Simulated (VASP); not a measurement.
Set up this calculation in VASP 6.6.1, as the native input.

```
Task                   : single point
Functional             : PBE
Potentials or basis    : VASP PAW PBE potentials, release 64 (Te)
Cutoff                 : 520 eV
k mesh                 : 9 × 9 × 9
Occupations            : gaussian, width 0.029 eV
Spin                   : no spin polarisation
Further INCAR settings : ALGO = Normal; EDIFF = 1e-06; NBANDS = 9
```

The structure of Te lies in POSCAR:

```
Te
1.0
    2.3059043427      1.3313144930      1.6909537039
   -2.3059043427      1.3313144930      1.6909537039
    0.0000000000     -2.6626289860      1.6909537039
Te
1
Direct
    0.5000000000      0.5000000000      0.5000000000
```

This isn't the form of Te at room conditions, which is trigonal, of chains.

The input as run:

INCAR

```
SYSTEM = Te
ALGO = Normal ; EDIFF = 1E-6
ENCUT = 520 ; GGA = PE
ISIF = 2 ; ISMEAR = 0
LASPH = .TRUE. ; LCHARG = .FALSE.
LREAL = .FALSE. ; LWAVE = .FALSE.
NBANDS = 9 ; NELM = 60
PREC = Accurate ; SIGMA = 0.028999999999999998
```

KPOINTS

```
k-points
0
G
  9 9 9
  0 0 0
```

Potentials or basis: VASP PAW PBE potentials, release 64 (Te).

The run is started by

```bash
$ cat potpaw_PBE.64/Te/POTCAR > POTCAR
$ mpirun -np 1 vasp_std > vasp.out
```

Results of the run:

| Item | Value |
| --- | --- |
| Pressure | 2.6 GPa |
| Band gap on the k mesh | none (metal or under the smearing width) |

Run time: 6.9 s on 1 thread of Intel(R) Xeon(R) 6975P-C (Granite Rapids), on a shared host, peak memory 0.14 GiB.
